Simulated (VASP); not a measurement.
A run of VASP 6.6.1 is set up as follows.

Contents of INCAR:

```
PREC = Accurate ; ENCUT = 600
EDIFF = 1E-6 ; ISMEAR = -1
SIGMA = 0.05 ; LREAL = False
LASPH = True ; NELM = 80
ALGO = Normal ; ISIF = 3
LWAVE = False ; LCHARG = False
GGA = PE ; IVDW = 263
IBRION = 2 ; NSW = 60
EDIFFG = -0.01
```

KPOINTS

```
Automatic mesh
0
Gamma
  5 5 5
```

File POSCAR:

```
BaH4
1.0
    2.2908200000      1.3226000000      3.5362500000
   -2.2908200000      1.3226000000      3.5362500000
    0.0000000000     -2.6452100000      3.5362500000
Ba H
1 4
Direct
    0.0000000000      0.0000000000      0.0000000000
    0.7408700000      0.7408700000      0.7408700000
    0.2591300000      0.2591300000      0.2591300000
    0.4636900000      0.4636900000      0.4636900000
    0.5363100000      0.5363100000      0.5363100000
```

Potentials or basis: VASP PAW PBE potentials, release 64 (Ba_sv, H).

The run is started by

```bash
$ cat potpaw_PBE.64/Ba_sv/POTCAR potpaw_PBE.64/H/POTCAR > POTCAR
$ mpirun -np 1 vasp_std > vasp.out
```

Task: What does it give for the Hirshfeld charges?

Result: Ba +0.35; H -0.19, +0.01 e.

Task: What does it give for the relaxed volume?

Result: 11.63 Å³/atom.

Step by step:
```csv
step,energy change (eV),largest force (eV/Å),pressure (GPa),volume (Å³)
1,0.0000,0.0811,-2.80,64.29
2,-0.0168,0.1204,-1.94,62.22
3,0.0006,0.2202,0.49,57.86
4,-0.0067,0.2073,0.11,58.44
5,-0.0120,0.5023,-0.43,58.25
6,-0.0109,0.0384,-0.06,58.38
7,-0.0105,0.0380,-0.04,58.38
8,-0.0106,0.0378,-0.04,58.33
9,-0.0102,0.0371,0.01,58.17
10,-0.0102,0.0370,0.03,58.15
11,-0.0106,0.0237,0.01,58.15
12,-0.0116,0.0162,-0.01,58.16
13,-0.0132,0.1011,-0.11,58.14
14,-0.0122,0.0010,-0.02,58.15
```
